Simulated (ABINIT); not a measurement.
A run of ABINIT 10.8.3 (patched build) is set up as follows.

File run.abi:

```
# Pseudopotentials
pp_dirpath "./"
pseudos "Sb.upf"

# Structure
acell 3*1.0
rprim
     0.0000000000    -5.9584583482     0.0000000000
     2.9792291647    -2.9792291647    -5.1248208995
     8.9376875129    -2.9792291647     5.1248208995
ntypat 1
znucl 51
natom 2
typat 1 1
xred
     0.5418375800     0.4515443000     0.4706541400
     0.9581624200     0.0484557000     0.0293458600
chkprim 0
chksymtnons 0
tolsym 1.0e-6

# Plane-wave basis
ecut 36.0

# k points
kptopt 1
ngkpt 8 7 4
nshiftk 1
shiftk 0.0 0.0 0.0

# Exchange and correlation
ixc -116133

# Bands and occupations
nband 19
occopt 3
tsmear 0.05 eV

# SCF cycle
nstep 100
tolvrs 1.0e-10

# Output
iomode 3
prtwf 0
prtden 0
prteig 0
prtebands 0
enunit 1
```

Potentials or basis: PseudoDojo NC SR PBEsol v0.4.1 standard.

The run is started by

```sh
$ abinit run.abi > log 2>&1
```

(1) What does it give for the band gap on the k mesh?

(2) What does it give for the largest force?

(3) What does it give for the pressure?

Answers

(1) none (metal or under the smearing width).

(2) 1.318 eV/Å.

(3) 1.6 GPa.

Caveat: forces of over 1 eV/Å show positions far from the minimum, so gaps and moduli don't describe the material at rest.
